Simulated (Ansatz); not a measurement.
SnO2 (I4/m) from a database of computed structures at its r2SCAN geometry, run in the PAW code Ansatz at 4 levels of theory. Calculated for a static, non-magnetic cell.

The PBE+SOC input:
```yaml
crystal:
  lattice:
    - [-5.3276731554, 5.3276731554, 1.5949247723]
    - [5.3276731554, -5.3276731554, 1.5949247723]
    - [5.3276731554, 5.3276731554, -1.5949247723]
  atoms:
    - { symbol: Sn, position: [0.3495363709, 0.1660945435, 0.5156309144] }
    - { symbol: Sn, position: [0.8339054565, 0.3495363709, 0.1834418274] }
    - { symbol: Sn, position: [0.1660945435, 0.6504636291, 0.8165581726] }
    - { symbol: Sn, position: [0.6504636291, 0.8339054565, 0.4843690856] }
    - { symbol: O, position: [0.1598796197, 0.4587957379, 0.6186753576] }
    - { symbol: O, position: [0.5412042621, 0.1598796197, 0.7010838818] }
    - { symbol: O, position: [0.4587957379, 0.8401203803, 0.2989161182] }
    - { symbol: O, position: [0.8401203803, 0.5412042621, 0.3813246424] }
    - { symbol: O, position: [0.8433318186, 0.790375606, 0.6337074246] }
    - { symbol: O, position: [0.209624394, 0.8433318186, 0.0529562125] }
    - { symbol: O, position: [0.1566681814, 0.209624394, 0.3662925754] }
    - { symbol: O, position: [0.790375606, 0.1566681814, 0.9470437875] }
kpoints:
  mp_grid: { grid: [8, 8, 8] }
  band_path:
    path:
      - [0.0, 0.0, 0.0]
      - [-0.5, 0.5, 0.0]
      - [-0.5, 0.5, 0.5]
      - [-0.2724050165, -0.2724050165, 0.2724050165]
      - [-0.7275949835, 0.2724050165, 0.7275949835]
      - [-0.75, 0.25, 0.25]
      - [-0.5, 0.0, 0.5]
      - [0.479167, 0.479167, -0.479167]
      - [-0.05, 0.05, 0.0]
    npoints: 1
hamiltonian:
  xc: pbe
scf:
  occupations: { method: fixed }
  n_extra_bands: 14
magnetization:
  noncollinear: true
  spin_orbit: true
output:
  forces: true
  stress: true
  eigenvalues: true
  write_density: true
  write_potential: true
  elf: true
  volumetric_format: npy
```

Main results, then, where recorded, the levels near the gap in eV from the Fermi energy (columns number the bands from 0), one row a point of the path (Γ, X, M, Z, Z₀, P, N, Z₀–M (0.91), Γ–X (0.10)):
```
Crystal: 12 atoms, lattice volume = 181.082 Å³
Symmetry: 8 space group operations + 8 with time reversal
Magnetic group: BNS 87.76 (UNI 736)
```
```
Basis set: ecut = 420 eV, 3549 PW (Γ), FFT grids on a1+a2, a2, a3
k-points: 78 of 512
SCF 1 converged in 10 iterations: F = -28643.559881 eV  dr2 = 1.75e-8
Free energy (F): -28643.559881 eV
Fermi energy:    5.477969 eV
--- Forces (eV/Å), atoms counted from 1 ---
  atom   1  Sn    -0.07358      0.00976      0.00000
  atom   2  Sn      0.00976      0.07358      0.00000
  atom   3  Sn    -0.00976    -0.07358      0.00000
  atom   4  Sn      0.07358    -0.00976      0.00000
  atom   5  O       0.04760      0.05153      0.00000
  atom   6  O       0.05153    -0.04760      0.00000
  atom   7  O     -0.05153      0.04760      0.00000
  atom   8  O     -0.04760    -0.05153      0.00000
  atom   9  O       0.38408      0.32984      0.00000
  atom  10  O       0.32984    -0.38408      0.00000
  atom  11  O     -0.38408    -0.32984      0.00000
  atom  12  O     -0.32984      0.38408      0.00000
--- Stress (GPa, compression-positive) ---
        5.571759       0.000000       0.000000
        0.000000       5.571759       0.000000
        0.000000       0.000000       6.992331
  P = ⅓ Tr σ = 6.0453 GPa (60.453 kbar)
```

PBE+SOC gives an indirect gap of 2.04 eV, from Z₀–M (0.91 of the way from Z₀) to Γ; the least direct gap is 2.23 eV at Γ–X (0.10 of the way from Γ).

r2SCAN. Against the first input these blocks differ (the band path and keys that only write files left aside):
```yaml
hamiltonian:
  xc: r2scan
scf:
  occupations: { method: fixed }
  n_extra_bands: 7
```
(magnetization left out)

```
Basis set: ecut = 500 eV, 4565 PW (Γ), FFT grids on a1+a2, a2, a3
k-points: 78 of 512
SCF 1 converged in 7 iterations: F = -28703.570996 eV  dr2 = 6.82e-8
Free energy (F): -28703.570996 eV
Fermi energy:    5.049853 eV
--- Forces (eV/Å), atoms counted from 1 ---
  atom   1  Sn      0.00160    -0.00013      0.00000
  atom   2  Sn    -0.00013    -0.00160      0.00000
  atom   3  Sn      0.00013      0.00160      0.00000
  atom   4  Sn    -0.00160      0.00013      0.00000
  atom   5  O       0.00150    -0.00145      0.00000
  atom   6  O     -0.00145    -0.00150      0.00000
  atom   7  O       0.00145      0.00150      0.00000
  atom   8  O     -0.00150      0.00145      0.00000
  atom   9  O     -0.00039      0.00001      0.00000
  atom  10  O       0.00001      0.00039      0.00000
  atom  11  O       0.00039    -0.00001      0.00000
  atom  12  O     -0.00001    -0.00039      0.00000
--- Stress (GPa, compression-positive) ---
        0.011208      -0.000001       0.000000
        0.000001       0.011208       0.000000
        0.000000       0.000000       0.014403
  P = ⅓ Tr σ = 0.0123 GPa (0.123 kbar)
```
```tsv
band_49	band_50	band_51	band_52	band_53	band_54
-0.221	-0.208	-0.208	2.617	5.748	5.748
-0.497	-0.206	-0.037	3.651	4.505	5.964
-0.497	-0.176	0.000	4.673	4.673	4.868
-0.284	-0.284	-0.284	6.397	6.397	6.774
-0.284	-0.284	-0.284	6.397	6.397	6.774
-0.302	-0.302	-0.086	6.428	6.709	7.006
-0.368	-0.196	-0.189	6.510	6.516	7.016
-0.508	-0.168	0.000	4.715	4.715	4.908
-0.252	-0.208	-0.180	2.635	5.705	5.753
```

The r2SCAN gap is indirect, 2.62 eV (Z₀–M (0.91 of the way from Z₀) to Γ), below the direct gap of 2.82 eV at Γ–X (0.10 of the way from Γ). The mean stress is close to zero (0.01 GPa).

Q: In the first input these blocks are replaced (the band path and keys that only write files left aside):
```yaml
kpoints:
  mp_grid: { grid: [6, 6, 6] }
hamiltonian:
  xc: hse06
scf:
  occupations: { method: fixed }
  n_extra_bands: 7
```
(magnetization left out)
What comes out?

A:
```
Basis set: ecut = 420 eV, 3549 PW (Γ), FFT grids on a1+a2, a2, a3
k-points: 36 of 216
SCF 1 stopped early in 4 iterations: F = -28635.054645 eV  dr2 = 8.02e-5
Exchange kernel: α = 0.2500, screened, ω = 0.2079 Å⁻¹, Wigner–Seitz truncation, v(0) = 1046.0853 eV·Å³, q-mesh 6×6×6
SCF 2 stopped early in 6 iterations: F = -28650.023241 eV  dr2 = 2.02e-5
hybrid outer 1: dexx = +5.500e-2 eV, tail = 3.21e-4 eV
SCF 3 converged in 6 iterations: F = -28650.021195 eV  dr2 = 1.24e-9
hybrid outer 2: dexx = +5.173e-6 eV, tail = 1.37e-7 eV, Δε = 2.79e-3 eV, ΔF = 1.04e-2 eV/Å
SCF 4 converged in 2 iterations: F = -28650.021193 eV  dr2 = 1.23e-9
hybrid outer 3: dexx = +4.580e-9 eV, tail = 2.85e-9 eV, Δε = 5.57e-5 eV, ΔF = 1.48e-4 eV/Å
Free energy (F): -28650.021194 eV
Fermi energy:    4.184100 eV
--- Forces (eV/Å), atoms counted from 1 ---
  atom   1  Sn      0.05453    -0.02499      0.00000
  atom   2  Sn    -0.02499    -0.05453      0.00000
  atom   3  Sn      0.02499      0.05453      0.00000
  atom   4  Sn    -0.05453      0.02499      0.00000
  atom   5  O     -0.05143    -0.00593      0.00000
  atom   6  O     -0.00593      0.05143      0.00000
  atom   7  O       0.00593    -0.05143      0.00000
  atom   8  O       0.05143      0.00593      0.00000
  atom   9  O     -0.16556    -0.13689      0.00000
  atom  10  O     -0.13689      0.16556      0.00000
  atom  11  O       0.16556      0.13689      0.00000
  atom  12  O       0.13689    -0.16556      0.00000
--- Stress (GPa, compression-positive) ---
       -1.171065       0.000000       0.000000
        0.000000      -1.171065       0.000000
        0.000000       0.000000      -1.712649
  P = ⅓ Tr σ = -1.3516 GPa (-13.516 kbar)
```
```tsv
band_49	band_50	band_51	band_52	band_53	band_54
-0.202	-0.202	-0.189	3.666	6.935	6.935
-0.348	-0.199	-0.034	4.739	5.632	7.191
-0.349	-0.150	0.000	5.828	5.828	6.020
-0.241	-0.203	-0.203	7.602	7.602	8.030
-0.241	-0.203	-0.203	7.602	7.602	8.030
-0.236	-0.236	-0.027	7.638	7.928	8.291
-0.306	-0.136	-0.119	7.718	7.729	8.302
-0.372	-0.143	0.001	5.872	5.872	6.063
-0.230	-0.202	-0.163	3.685	6.894	6.941
```
With HSE06 the valence top lies at Z₀–M (0.91 of the way from Z₀) and the conduction bottom at Γ, 3.67 eV higher; the smallest vertical gap, at Γ–X (0.10 of the way from Γ), is 3.85 eV. The mean pressure at these positions is -1.4 GPa, compression counted positive. The stress of a hybrid is loosely converged here.

PBE0. Against the first input these blocks differ (the band path and keys that only write files left aside):
```yaml
kpoints:
  mp_grid: { grid: [6, 6, 6] }
hamiltonian:
  xc: pbe0
scf:
  occupations: { method: fixed }
  n_extra_bands: 7
```
(magnetization left out)

```
Basis set: ecut = 420 eV, 3549 PW (Γ), FFT grids on a1+a2, a2, a3
k-points: 36 of 216
SCF 1 stopped early in 4 iterations: F = -28635.054408 eV  dr2 = 7.95e-5
Exchange kernel: α = 0.2500, full range, Wigner–Seitz truncation, v(0) = 36679.1774 eV·Å³, q-mesh 6×6×6
SCF 2 stopped early in 7 iterations: F = -28647.760968 eV  dr2 = 6.53e-6
hybrid outer 1: dexx = +7.271e-2 eV, tail = 3.12e-4 eV
SCF 3 converged in 5 iterations: F = -28647.759259 eV  dr2 = 1.70e-9
hybrid outer 2: dexx = +5.657e-6 eV, tail = 1.40e-7 eV, Δε = 3.49e-3 eV, ΔF = 9.96e-3 eV/Å
SCF 4 converged in 2 iterations: F = -28647.759257 eV  dr2 = 7.21e-10
hybrid outer 3: dexx = +4.386e-9 eV, tail = 1.66e-9 eV, Δε = 5.88e-5 eV, ΔF = 1.40e-4 eV/Å
Free energy (F): -28647.759257 eV
Fermi energy:    3.779255 eV
--- Forces (eV/Å), atoms counted from 1 ---
  atom   1  Sn      0.05045    -0.01870      0.00000
  atom   2  Sn    -0.01870    -0.05045      0.00000
  atom   3  Sn      0.01870      0.05045      0.00000
  atom   4  Sn    -0.05045      0.01870      0.00000
  atom   5  O     -0.04983    -0.00729      0.00000
  atom   6  O     -0.00729      0.04983      0.00000
  atom   7  O       0.00729    -0.04983      0.00000
  atom   8  O       0.04983      0.00729      0.00000
  atom   9  O     -0.16911    -0.13997      0.00000
  atom  10  O     -0.13997      0.16911      0.00000
  atom  11  O       0.16911      0.13997      0.00000
  atom  12  O       0.13997    -0.16911      0.00000
--- Stress (GPa, compression-positive) ---
       -1.237556       0.000000       0.000000
        0.000000      -1.237556       0.000000
        0.000000       0.000000      -1.760598
  P = ⅓ Tr σ = -1.4119 GPa (-14.119 kbar)
```
```tsv
band_49	band_50	band_51	band_52	band_53	band_54
-0.203	-0.203	-0.185	4.393	7.707	7.707
-0.337	-0.200	-0.033	5.489	6.393	7.969
-0.338	-0.148	0.000	6.593	6.593	6.792
-0.231	-0.199	-0.199	8.382	8.382	8.816
-0.231	-0.199	-0.199	8.382	8.382	8.816
-0.232	-0.232	-0.023	8.419	8.711	9.081
-0.304	-0.133	-0.114	8.498	8.509	9.091
-0.362	-0.141	0.001	6.637	6.637	6.835
-0.229	-0.203	-0.161	4.412	7.666	7.713
```

PBE0 gives an indirect gap of 4.39 eV, from Z₀–M (0.91 of the way from Z₀) to Γ; the least direct gap is 4.57 eV at Γ–X (0.10 of the way from Γ). With the atoms held, the mean pressure is -1.4 GPa (compression positive). (The program warns that its thresholds are loose for a hybrid's stress.)

The hybrids run on coarser meshes, which limits their stresses and small splittings of levels.

Totals of different functionals, or with and without spin-orbit coupling, can't be compared.

Only the levels marked +SOC include spin-orbit coupling.

For some runs the program warns that the potential is rough where the density is thin, which bears on the empty states there.
